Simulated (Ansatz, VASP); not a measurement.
One calculation of C, two programs

```
C
1.0
     0.00000    1.81835    1.81835
     1.81835    0.00000    1.81835
     1.81835    1.81835    0.00000
C
2
Direct
  0.75000 0.75000 0.75000
  0.50000 0.50000 0.50000
```

This isn't the form of C at room conditions, which is graphite.

Alike in both runs: task single point; functional PBEsol; k mesh 13 × 13 × 13; occupations fermi-dirac, width 0.05 eV; no spin polarisation.

|  | VASP | Ansatz |
| --- | --- | --- |
| version | VASP 6.6.1 | Ansatz 0.2.0 |
| potentials or method | VASP PAW PBE potentials, release 64 (C) | Ansatz PAW |
| plane-wave cutoff (eV) | 520 | 420 |
| valence electrons in the cell | 8 | 8 |

|  | VASP | Ansatz | Ansatz less VASP |
| --- | --- | --- | --- |
| gap on the k mesh at the Fermi level (eV) | 3.89 | 3.90 | +0.009 |
| least direct gap on the mesh (eV) | 5.38 | 5.38 | +0.005 |
| pressure (GPa) | -26.6 | -27.4 | -0.78 |

Caveats: so large a pressure means that the cell lies far from this level's equilibrium, or that cutoff or potentials fall short (VASP); the potentials were made for another functional, which shifts forces and pressure (VASP); an odd mesh through Γ misses points on the zone boundary, where band edges often lie (VASP); odd divisions of the mesh miss points on the zone boundary, where band edges often lie, so the gap on the mesh can be too wide (Ansatz); the pressure holds a Pulay correction of +1.0 GPa for the finite cutoff (Ansatz); the PAW data sets come from PBE, with cores solved anew for the run's functional, which leaves a small shift of forces and pressure (Ansatz).
